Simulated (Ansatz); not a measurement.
The same atomization along the group O, S, Te.

Program: Ansatz. Geometries: PBE0-D4/def2-TZVP. ΔE: electronic, gas phase. CCSD(T)/CBS adds triple-zeta CCSD(T) − MP2 to the extrapolated MP2 energy (def2 sets, frozen cores). This one scheme is used for every species, atoms too. Functionals use def2-TZVPP. No spin–orbit coupling; open shells (•) take unrestricted orbitals. Spin–orbit coupling would lower the free atoms: a little for C, O, S; strongly for Te. def2 core potentials past Kr. For Te outer-core shells are correlated without core-valence functions, so the limit isn't a true one: a few kJ/mol of doubt a bond, and 10 to 20 or more in all where bonds break to atoms. One conformer a species, not always the lowest.

```csv
reaction,HF/CBS(def2) (eV),PBE-D4 (eV),CCSD/CBS(def2) (eV),PBE0-D4 (eV),CCSD(T)/CBS(def2) (eV)
`CCCO` → 3 C• + 8 H• + O•,35.59,48.72,47.36,48.03,47.93
`CCCS` → 3 C• + 8 H• + S•,34.65,46.90,45.62,46.41,46.17
`CCC[TeH]` → 3 C• + 8 H• + Te•,33.16,45.27,44.16,44.75,44.72
```

Largest T1 diagnostic: 0.010, for S•.

For atomizations the MP2-based limit and the directly extrapolated one differ by several kJ/mol either way, and by 10 to 25 for some Ge, Se and Sn compounds, so smaller differences from it don't rank the levels.
